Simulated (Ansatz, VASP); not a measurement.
# KCl (Sylvite): VASP beside Ansatz

File INCAR:

```
SYSTEM = KCl
PREC = Accurate
ENCUT = 520
EDIFF = 1E-6
ISMEAR = -1
SIGMA = 0.05
LREAL = .FALSE.
LASPH = .TRUE.
NELM = 100
ALGO = Normal
ISIF = 2
LWAVE = .FALSE.
LCHARG = .TRUE.
GGA = PS
LELF = .TRUE.
LVHAR = .TRUE.
NBANDS = 15
```

File KPOINTS:

```
regular mesh
0
G
  7 7 7
  0 0 0
```

File POSCAR:

```
KCl
1.0
    0.0000000000      3.1673081569      3.1673081569
    3.1673081569      0.0000000000      3.1673081569
    3.1673081569      3.1673081569      0.0000000000
K Cl
1 1
Direct
    0.0000000000      0.0000000000      0.0000000000
    0.5000000000      0.5000000000      0.5000000000
```

Contents of input.yaml:

```yaml
crystal:
  lattice:
    - [0.0, 3.1673081569, 3.1673081569]
    - [3.1673081569, 0.0, 3.1673081569]
    - [3.1673081569, 3.1673081569, 0.0]
  atoms:
    - { symbol: K, position: [0.0, 0.0, 0.0] }
    - { symbol: Cl, position: [0.5, 0.5, 0.5] }
kpoints:
  mp_grid: { grid: [7, 7, 7] }
scf:
  occupations: { method: fermi_dirac, width: 0.05 }
hamiltonian:
  xc: pbesol
  pseudopotentials: { kind: all_electron, lapw: { basis_error: 0.0005 } }
output:
  forces: true
  stress: true
  eigenvalues: true
```

Change from the starting cell: volume scaled by 1.02.

Alike in both runs: task single point; functional PBEsol; k mesh 7 × 7 × 7; occupations fermi-dirac, width 0.05 eV; no spin polarisation.

|  | VASP | Ansatz |
| --- | --- | --- |
| version | VASP 6.6.1 | Ansatz 0.2.0 |
| potentials or method | VASP PAW PBE potentials, release 64 (K_sv, Cl) | all-electron LAPW, scalar-relativistic |
| plane-wave cutoff (eV) | 520 | see its input |

|  | VASP | Ansatz | Ansatz less VASP |
| --- | --- | --- | --- |
| gap on the k mesh at the Fermi level (eV) | 4.96 | 4.96 | +0.004 |
| least direct gap on the mesh (eV) | 4.96 | 4.96 | +0.004 |
| pressure (GPa) | -0.7 | -0.7 | -0.03 |

Ansatz ran all-electron here, so the differences hold the error of VASP's frozen core and of both bases.

Caveats: an odd mesh through Γ misses points on the zone boundary, where band edges often lie; the PAW data sets were made with another functional, which shifts forces and pressure a little (VASP).
